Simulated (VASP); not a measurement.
# Au (P6_3/mmc) in VASP: notebook

Runs on Au. Level: PBE. Tasks: single point.

Program: VASP 6.6.1. These are calculated values, not measurements. Logs are shortened: lines on timing, memory, paths and dates and some standing lists are left out, and cuts for length are marked.

**1. The crystal as given**

Symmetry: P6_3/mmc, No. 194, hexagonal system. Conventional cell: a = 2.917 Å, b = 2.917 Å, c = 4.890 Å, α = 90.00°, β = 90.00°, γ = 120.00°. Au (site symmetry -6m2) is surrounded by 12 Au at 2.92 to 2.97 Å.

This isn't the form of Au at room conditions, which is fcc.

**2. Single point, PBE**

File INCAR:

```
PREC     = Accurate       # precision mode
ENCUT    = 520            # plane-wave cutoff, eV
EDIFF    = 1E-7           # SCF threshold, eV
ISMEAR   = 0              # smearing method
SIGMA    = 0.15           # smearing width, eV
LREAL    = F              # projectors in reciprocal space
LASPH    = T              # aspherical terms in the spheres
NELM     = 100            # most SCF steps
ALGO     = Fast           # electronic algorithm
ISIF     = 2              # what is computed and relaxed
LWAVE    = F              # write WAVECAR
LCHARG   = F              # write CHGCAR
GGA      = PE             # functional
NBANDS   = 18             # bands
```

File KPOINTS:

```
Automatic mesh
0
Gamma
  12 12 8
```

File POSCAR:

```
Au
1.0
    2.9169619270      0.0000000000      0.0000000000
   -1.4584809635      2.5261631306      0.0000000000
    0.0000000000      0.0000000000      4.8900308735
Au
2
Direct
    0.3333333333      0.6666666667      0.7500000000
    0.6666666667      0.3333333333      0.2500000000
```

Potentials or basis: VASP PAW PBE potentials, release 64 (Au).

The run is started by

```
$ cat potpaw_PBE.64/Au/POTCAR > POTCAR
$ mpirun -np 1 vasp_std > vasp.out
```

OUTCAR:

```text
PREC = Accurate
   ENCUT = 520
   EDIFF = 1E-7
   ISMEAR = 0
   LREAL = F
   LASPH = T
   NELM = 100
   ISIF = 2
   GGA = PE

 ion  position               nearest neighbor table
   1  0.333  0.667  0.750-   2 2.97   2 2.97   2 2.97   2 2.97   2 2.97   2 2.97
   2  0.667  0.333  0.250-   1 2.97   1 2.97   1 2.97   1 2.97   1 2.97   1 2.97

  LATTYP: Found a hexagonal cell.
 ALAT       =     2.9169619270
 C/A-ratio  =     1.6764123070

  Lattice vectors:

 A1 = (   2.9169619270,   0.0000000000,   0.0000000000)
 A2 = (  -1.4584809635,   2.5261631306,   0.0000000000)
 A3 = (   0.0000000000,   0.0000000000,   4.8900308735)

Analysis of symmetry for initial positions (statically):
=====================================================================
 Subroutine PRICEL returns:
 Original cell was already a primitive cell.

 Routine SETGRP: Setting up the symmetry group for a
 hexagonal supercell.

 Subroutine GETGRP returns: Found 24 space group operations
 (whereof 12 operations were pure point group operations)
 out of a pool of 24 trial point group operations.

The static configuration has the point symmetry D_3d.
 The point group associated with its full space group is D_6h.

Analysis of symmetry for dynamics (positions and initial velocities):
=====================================================================
 Subroutine PRICEL returns:
 Original cell was already a primitive cell.

 Routine SETGRP: Setting up the symmetry group for a
 hexagonal supercell.

 Subroutine GETGRP returns: Found 24 space group operations
 (whereof 12 operations were pure point group operations)
 out of a pool of 24 trial point group operations.

The dynamic configuration has the point symmetry D_3d.
 The point group associated with its full space group is D_6h.

 Subroutine INISYM returns: Found 24 space group operations
 (whereof 12 operations are pure point group operations),
 and found     1 'primitive' translations

----------------------------------------------------------------------------------------

                                     Primitive cell

  volume of cell :      36.0333

  direct lattice vectors                    reciprocal lattice vectors
     2.916961927  0.000000000  0.000000000     0.342822438  0.197928627  0.000000000
    -1.458480964  2.526163131  0.000000000     0.000000000  0.395857254  0.000000000
     0.000000000  0.000000000  4.890030873     0.000000000  0.000000000  0.204497686

  length of vectors
     2.916961927  2.916961927  4.890030873     0.395857254  0.395857254  0.204497686

  position of ions in fractional coordinates (direct lattice)
     0.333333333  0.666666667  0.750000000
     0.666666667  0.333333333  0.250000000

  ion indices of the primitive-cell ions
   primitive index   ion index
                 1           1
                 2           2

----------------------------------------------------------------------------------------

 KPOINTS: Automatic mesh

Automatic generation of k-mesh.
 Grid dimensions read from file:
 generate k-points for:   12   12    8

 Generating k-lattice:

  Cartesian coordinates                     Fractional coordinates (reciprocal lattice)
     0.028568537  0.016494052  0.000000000     0.083333333  0.000000000  0.000000000
     0.000000000  0.032988104  0.000000000     0.000000000  0.083333333  0.000000000
     0.000000000  0.000000000  0.025562211     0.000000000  0.000000000  0.125000000

  Length of vectors
     0.032988104  0.032988104  0.025562211

  Shift w.r.t. Gamma in fractional coordinates (k-lattice)
     0.000000000  0.000000000  0.000000000

 Subroutine IBZKPT returns following result:
 ===========================================

 Found     95 irreducible k-points:

 Following reciprocal coordinates:
            Coordinates               Weight
  0.000000  0.000000  0.000000      1.000000
  0.083333  0.000000  0.000000      6.000000
  0.166667 -0.000000  0.000000      6.000000
  0.250000  0.000000  0.000000      6.000000
  0.333333  0.000000  0.000000      6.000000
  0.416667  0.000000  0.000000      6.000000
[... 16 lines left out ...]
  0.250000  0.000000  0.125000     12.000000
  0.333333  0.000000  0.125000     12.000000
 [... further k-points ...]
   k-points           NKPTS =     95   k-points in BZ     NKDIM =     95   number of bands    NBANDS=     18
   number of dos      NEDOS =    301   number of ions     NIONS =      2
   total plane-waves  NPLWV =  20736
   dimension x,y,z NGX =    24 NGY =   24 NGZ =   36
   dimension x,y,z NGXF=    48 NGYF=   48 NGZF=   72
   ions per type =               2
   NGX,Y,Z   is equivalent  to a cutoff of  13.68, 13.68, 12.24 a.u.
   NGXF,Y,Z  is equivalent  to a cutoff of  27.36, 27.36, 24.48 a.u.
 SYSTEM =  unknown system
   PREC   = accura    normal or accurate (medium, high low for compatibility)
   ISTART =      0    job   : 0-new  1-cont  2-samecut
   ICHARG =      2    charge: 1-file 2-atom 10-const
   ISPIN  =      1    spin polarized calculation?
   LNONCOLLINEAR =      F non collinear calculations
   LSORBIT =      F    spin-orbit coupling
   LASPH  =      T    aspherical Exc in radial PAW
   ENCUT  =  520.0 eV  38.22 Ry    6.18 a.u.   5.42  5.42  9.09*2*pi/ulx,y,z
   NELM   =    100;   NELMIN=  2; NELMDL= -5     # of ELM steps
   EDIFF  = 0.1E-06   stopping-criterion for ELM
   LREAL  =      F    real-space projection
   EDIFFG = 0.1E-05   stopping-criterion for IOM
   NSW    =      0    number of steps for IOM
   IBRION =     -1    ionic relax: 0-MD 1-quasi-New 2-CG
   NFREE  =      0    steps in history (QN), initial steepest desc. (CG)
   ISIF   =      2    stress and relaxation
   ISYM   =      2    0-nonsym 1-usesym 2-fastsym
   POTIM  = 0.5000    time-step for ionic-motion
   TEBEG  =    0.0;   TEEND  =   0.0 temperature during run
   PSTRESS=    0.0 pullay stress
   NELECT =      22.0000    total number of electrons
   NUPDOWN=      -1.0000    fix difference up-down
   EMIN   =  10.00;   EMAX   =-10.00  energy-range for DOS
   EFERMI =   0.00;   METHOD = LEGACY
   ISMEAR =     0;   SIGMA  =   0.15  broadening in eV -4-tet -1-fermi 0-gaus
   EFERMI_NEDOS =   21; number of points for ismear=-14 and -15
   IALGO  =     68    algorithm
   IMIX   =      4    mixing-type and parameters
     AMIX     =   0.40;   BMIX     =  1.00
     AMIX_MAG =   1.60;   BMIX_MAG =  1.00
  volume/ion in A,a.u.               =      18.02       121.58
  Fermi-wavevector in a.u.,A,eV,Ry     =   1.388826  2.624500 26.243426  1.928837
  Thomas-Fermi vector in A             =   2.512915
   LORBIT       =      0    0 simple, 1 ext, 2 COOP (PROOUT), +10 PAW based schemes
   GGA     = PE    functional components
   LHFCALC =     F    Hartree Fock is set to
   AEXX    =    0.0000 exact exchange contribution
   IVDW    =     0    specifies the selected vdW correction
   LEPSILON=     F    determine dielectric tensor
   LRPA    =     F    only Hartree local field effects (RPA)
 non-spin polarized calculation
 RMM-DIIS sequential band-by-band and
 Gauss-broadening in eV      SIGMA  =   0.15
  energy-cutoff  :      520.00
  volume of cell :       36.03
 maximum number of plane-waves:       996
 NGX is ok and might be reduce to    24
   NGX = 11   NGY = 11   NGZ = 19

 number of electron      21.9999998 magnetization

 Free energy of the ion-electron system (eV)
  ---------------------------------------------------
  ext. energy  EPLUGINS =         0.00000000
  ---------------------------------------------------
  free energy    TOTEN  =        -6.41855626 eV

  energy without entropy =       -6.40769042  energy(sigma->0) =       -6.41312334

 E-fermi :   8.5819     XC(G=0): -12.3837

 val. band max:        8.5649483904   @ k =   0.2500   0.2500   0.2500
 cond. band min:       8.6032966530   @ k =   0.0833   0.0000   0.0000
 fundamental gap:      0.0383482626
 Fermi energy:         8.5818792781

 k-point     1 :       0.0000    0.0000    0.0000
  band No.  band energies     occupation
      1      -0.7082      2.00000
      2       1.6756      2.00000
      3       4.0192      2.00000
      4       4.2722      2.00000
      5       4.2722      2.00000
      6       4.5557      2.00000
[... 10 lines left out ...]
     17      26.4937      0.00000
     18      26.4937      0.00000

 k-point     2 :       0.0833    0.0000    0.0000
  band No.  band energies     occupation
      1      -0.4992      2.00000
      2       1.8450      2.00000
      3       3.9448      2.00000
      4       4.3323      2.00000
      5       4.4070      2.00000
      6       4.4907      2.00000
[... 10 lines left out ...]
     17      25.4342      0.00000
     18      26.1639      0.00000

 k-point     3 :       0.1667   -0.0000    0.0000
  band No.  band energies     occupation
      1       0.0962      2.00000
      2       2.2678      2.00000
      3       3.7706      2.00000
      4       4.2626      2.00000
      5       4.4425      2.00000
      6       4.6497      2.00000
[... 10 lines left out ...]
     17      25.1170      0.00000
     18      25.7366      0.00000

 k-point     4 :       0.2500    0.0000    0.0000
  band No.  band energies     occupation
      1       0.9508      2.00000
      2       2.5685      2.00000
      3       3.7175      2.00000
      4       3.8288      2.00000
      5       4.1238      2.00000
      6       4.6720      2.00000
[... 10 lines left out ...]
     17      24.3415      0.00000
     18      25.3814      0.00000

 k-point     5 :       0.3333    0.0000    0.0000
  band No.  band energies     occupation
      1       1.7400      2.00000
      2       2.4608      2.00000
      3       3.1508      2.00000
      4       4.1396      2.00000
      5       4.4112      2.00000
      6       4.4667      2.00000
[... 10 lines left out ...]
     17      22.1039      0.00000
     18      24.3864      0.00000

 k-point     6 :       0.4167    0.0000    0.0000
  band No.  band energies     occupation
      1       2.1045      2.00000
      2       2.2805      2.00000
      3       2.8006      2.00000
      4       4.3281      2.00000
      5       4.5082      2.00000
      6       4.5173      2.00000
[... 10 lines left out ...]
     17      20.6436      0.00000
     18      23.5957      0.00000

 k-point     7 :       0.5000    0.0000    0.0000
  band No.  band energies     occupation
      1       2.1791      2.00000
      2       2.2024      2.00000
      3       2.6826      2.00000
      4       4.2794      2.00000
      5       4.4506      2.00000
      6       4.7025      2.00000
[... 10 lines left out ...]
     17      19.9121      0.00000
     18      23.3225      0.00000

 k-point     8 :       0.0833    0.0833    0.0000
  band No.  band energies     occupation
      1      -0.0951      2.00000
      2       2.1515      2.00000
      3       3.7941      2.00000
      4       4.3639      2.00000
      5       4.4638      2.00000
      6       4.6870      2.00000
[... 10 lines left out ...]
     17      25.3865      0.00000
     18      26.2067      0.00000
[... 229 lines left out ...]
     17      18.8779      0.00000
     18      18.8779      0.00000

 k-point    20 :       0.0000    0.0000    0.1250
  band No.  band energies     occupation
      1      -0.5848      2.00000
      2       1.6675      2.00000
      3       3.9912      2.00000
      4       4.2440      2.00000
      5       4.2440      2.00000
      6       4.5203      2.00000
[... 10 lines left out ...]
     17      26.3791      0.00000
     18      26.3791      0.00000

 k-point    21 :       0.0833    0.0000    0.1250
  band No.  band energies     occupation
      1      -0.3773      2.00000
      2       1.8418      2.00000
      3       3.9434      2.00000
      4       4.2545      2.00000
      5       4.3706      2.00000
      6       4.4318      2.00000
[... 10 lines left out ...]
     17      25.4577      0.00000
     18      25.6883      0.00000

 k-point    22 :       0.1667   -0.0000    0.1250
  band No.  band energies     occupation
      1       0.2108      2.00000
      2       2.2798      2.00000
      3       3.7908      2.00000
      4       4.1519      2.00000
      5       4.2648      2.00000
      6       4.6857      2.00000
[... 10 lines left out ...]
     17      24.9075      0.00000
     18      25.4623      0.00000

 k-point    23 :       0.2500    0.0000    0.1250
  band No.  band energies     occupation
      1       1.0391      2.00000
      2       2.5983      2.00000
      3       3.6420      2.00000
      4       3.8588      2.00000
      5       4.0340      2.00000
      6       4.6962      2.00000
[... 10 lines left out ...]
     17      24.4734      0.00000
     18      25.3809      0.00000

 k-point    24 :       0.3333    0.0000    0.1250
  band No.  band energies     occupation
      1       1.7531      2.00000
      2       2.4923      2.00000
      3       3.2050      2.00000
      4       3.8555      2.00000
      5       4.4228      2.00000
      6       4.5234      2.00000
[... 10 lines left out ...]
     17      22.7218      0.00000
     18      24.5827      0.00000

 [... further k-points ...]
[... 5 lines left out ...]
  --------------------------------------------------------------------------------------
  -------------------------------------------------------------------------------------
  Total        0.0606172      0.0606172     -0.1798031      0.0000000      0.0000000      0.0000000
  in kB        2.6952716      2.6952716     -7.9947340      0.0000000      0.0000000      0.0000000
  external PRESSURE =      -0.8680636 kB  Pullay stress =       0.0000000 kB

 VOLUME and BASIS-vectors are now :
 -----------------------------------------------------------------------------
  energy-cutoff  :      520.00
  volume of cell :       36.03
      direct lattice vectors                 reciprocal lattice vectors
     2.916961927  0.000000000  0.000000000     0.342822438  0.197928627  0.000000000
    -1.458480964  2.526163131  0.000000000     0.000000000  0.395857254  0.000000000
     0.000000000  0.000000000  4.890030873     0.000000000  0.000000000  0.204497686

 POSITION                                       TOTAL-FORCE (eV/Angst)
 -----------------------------------------------------------------------------------
     -0.00000      1.68411      3.66752         0.000000      0.000000      0.000000
      1.45848      0.84205      1.22251         0.000000     -0.000000      0.000000
 -----------------------------------------------------------------------------------
    total drift:                               -0.000000      0.000000     -0.000000

  FREE ENERGIE OF THE ION-ELECTRON SYSTEM (eV)
  ---------------------------------------------------
  free  energy   TOTEN  =        -6.4185562591 eV

  energy  without entropy=       -6.4076904228  energy(sigma->0) =       -6.41312334
```

It took 79 s on 1 thread of Intel Xeon Platinum 8175M at 2.50GHz (Skylake/Cascade Lake), shared host; peak memory 0.18 GiB.

What came out:

```yaml
Free_energy: -6.4186 eV
Pressure: -0.1 GPa
Band_gap_on_the_k_mesh: none (metal or under the smearing width)
```

Levels at points of the mesh, in eV from the Fermi level:
```
           k point  band 8  band 9  band 10  band 11  band 12  band 13  band 14  band 15
(0.00, 0.00, 0.00)   -3.40   -3.40    -2.15    -2.15    -0.88     2.42    14.59    15.68
(0.50, 0.00, 0.00)   -1.94   -1.87    -1.70     0.35     1.43     5.61     6.97     7.10
(0.00, 0.00, 0.50)   -4.35   -2.57    -2.57    -2.57    -2.57    10.29    10.29    14.86
(0.50, 0.00, 0.50)   -2.34   -1.77    -1.77     0.56     0.56     3.67     3.67    12.99
```

**3. Single point, PBE**

This run uses another cell than the first one, of 17.77 Å³/atom, 0.986 times its volume.

File INCAR:

```
PREC = Accurate ; ENCUT = 520
EDIFF = 1E-6 ; ISMEAR = 0
SIGMA = 0.1 ; LREAL = F
LASPH = T ; NELM = 100
ALGO = Normal ; ISIF = 2
LWAVE = F ; LCHARG = F
GGA = PE ; NBANDS = 18
```

File KPOINTS:

```
regular mesh
0
Gamma
  6 6 4
```

File POSCAR:

```
Au
1.0
    2.8999984104      0.0000000000      0.0000000000
   -1.4499992052      2.5114722944      0.0000000000
    0.0000000000      0.0000000000      4.8800000000
Au
2
Direct
    0.3333333333      0.6666666667      0.7500000000
    0.6666666667      0.3333333333      0.2500000000
```

Potentials or basis: VASP PAW PBE potentials, release 64 (Au).

The run is started by

```
$ cat potpaw_PBE.64/Au/POTCAR > POTCAR
$ mpirun -np 1 vasp_std > vasp.out
```

OUTCAR:

```text
PREC = Accurate
   ENCUT = 520
   EDIFF = 1E-6
   ISMEAR = 0
   LREAL = F
   LASPH = T
   NELM = 100
   ISIF = 2
   GGA = PE

 ion  position               nearest neighbor table
   1  0.333  0.667  0.750-   2 2.96   2 2.96   2 2.96   2 2.96   2 2.96   2 2.96
   2  0.667  0.333  0.250-   1 2.96   1 2.96   1 2.96   1 2.96   1 2.96   1 2.96

  LATTYP: Found a hexagonal cell.
 ALAT       =     2.8999984104
 C/A-ratio  =     1.6827595431

  Lattice vectors:
[... 625 lines left out ...]
     18      24.3808      0.00000

------------------------ aborting loop because EDIFF is reached ----------------------------------------

  FORCE on cell =-STRESS in cart. coord.  units (eV):
  Direction    XX          YY          ZZ          XY          YZ          ZX
  --------------------------------------------------------------------------------------
  -------------------------------------------------------------------------------------
  Total        1.0525013      1.0525013     -0.4509807      0.0000000     -0.0000000      0.0000000
  in kB       47.4446507     47.4446507    -20.3293083      0.0000000     -0.0000000      0.0000000
  external PRESSURE =      24.8533311 kB  Pullay stress =       0.0000000 kB

 VOLUME and BASIS-vectors are now :
 -----------------------------------------------------------------------------
  energy-cutoff  :      520.00
  volume of cell :       35.54
      direct lattice vectors                 reciprocal lattice vectors
     2.899998410  0.000000000  0.000000000     0.344827775  0.199086409  0.000000000
    -1.449999205  2.511472294  0.000000000     0.000000000  0.398172818  0.000000000
     0.000000000  0.000000000  4.880000000     0.000000000  0.000000000  0.204918033

 POSITION                                       TOTAL-FORCE (eV/Angst)
 -----------------------------------------------------------------------------------
     -0.00000      1.67431      3.66000        -0.000000      0.000000      0.000000
      1.45000      0.83716      1.22000         0.000000      0.000000      0.000000
 -----------------------------------------------------------------------------------
    total drift:                               -0.000000      0.000000     -0.000000

  FREE ENERGIE OF THE ION-ELECTRON SYSTEM (eV)
  ---------------------------------------------------
  free  energy   TOTEN  =        -6.3365003940 eV

  energy  without entropy=       -6.3273607031  energy(sigma->0) =       -6.33193055
```

Wall time 15 s (1 thread of Intel Xeon Platinum 8175M at 2.50GHz (Skylake/Cascade Lake), shared host); peak memory 0.15 GiB.

Results:

| Property | Result |
| --- | --- |
| Free energy | -6.3365 eV |
| Pressure | 2.5 GPa |
| Band gap on the k mesh | none (metal or under the smearing width) |

Stress tensor (GPa, compression positive):
```
 4.74  0.00  0.00
 0.00  4.74  0.00
 0.00  0.00 -2.03
```

Caveat: the k mesh is coarse (spacing up to 0.42 Å⁻¹), so the values aren't converged.
